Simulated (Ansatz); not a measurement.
# BaTiO3: the cost of one run

Method: DFT PBE, scalar-relativistic, plane waves, PAW, in Ansatz 0.2.0.

1 further run of the same task is left out (set aside as unsound or not needed).

**1. The starting structure**

Symmetry: R3m, No. 160, trigonal system. The conventional cell has a = 5.726 Å, b = 5.726 Å, c = 7.070 Å, α = 90.00°, β = 90.00°, γ = 120.00°. Around Ba (site symmetry 3m) lie 12 O at 2.78 to 2.98 Å. Ti (site symmetry 3m) is surrounded by 6 O at 1.87 to 2.21 Å. O (site symmetry m) has 2 Ti at 1.87 to 2.21 Å as nearest neighbours.

Coordinates:

```
CELL_PARAMETERS angstrom
2.86317 1.65305 2.35650
-2.86317 1.65305 2.35650
0.00000 -3.30611 2.35650
ATOMIC_POSITIONS crystal
Ba 0.99460 0.99460 0.99460
Ti 0.48035 0.48035 0.48035
O 0.51120 0.51120 0.02185
O 0.02185 0.51120 0.51120
O 0.51120 0.02185 0.51120
```

This cell was relaxed beforehand with the same method: volume 13.38 Å³/atom, gap on the mesh 2.66 eV.

**2. Tight relaxation for the response runs**

Response runs need a geometry at rest under their own mesh and occupations; hence this stricter relaxation.

File input.yaml:

```yaml
crystal:
  lattice:
    - [2.8631729961, 1.6530537, 2.3565033098]
    - [-2.8631729961, 1.6530537, 2.3565033098]
    - [0.0, -3.3061074001, 2.3565033098]
  atoms:
    - { symbol: Ba, position: [-0.005404558, -0.005404558, -0.005404558] }
    - { symbol: Ti, position: [0.4803536279, 0.4803536279, 0.4803536279] }
    - { symbol: O, position: [0.5112009885, 0.5112009885, 0.0218489532] }
    - { symbol: O, position: [0.0218489532, 0.5112009885, 0.5112009885] }
    - { symbol: O, position: [0.5112009885, 0.0218489532, 0.5112009885] }
basis:
  ecutwfc: 420
kpoints:
  mp_grid: { grid: [9, 9, 9] }
hamiltonian:
  xc: pbe
scf:
  occupations: { method: fixed }
output:
  forces: true
  stress: true
  eigenvalues: true
relax:
  adjacent_minimum: "off"
  f_tol: 0.001
  max_steps: 60
  cell: { stress_tol: 0.01 }
```

Launch:

```bash
$ ansatz run input.yaml --threads 2 --pin off --max-ram 5120MiB --backend cpu --events-out ev --progress --plain --runs-dir out
```

Q: Estimate wall time and peak memory on 2 threads of Arm Neoverse N1, shared host.

About 35 s, with a peak of 0.42 GiB.
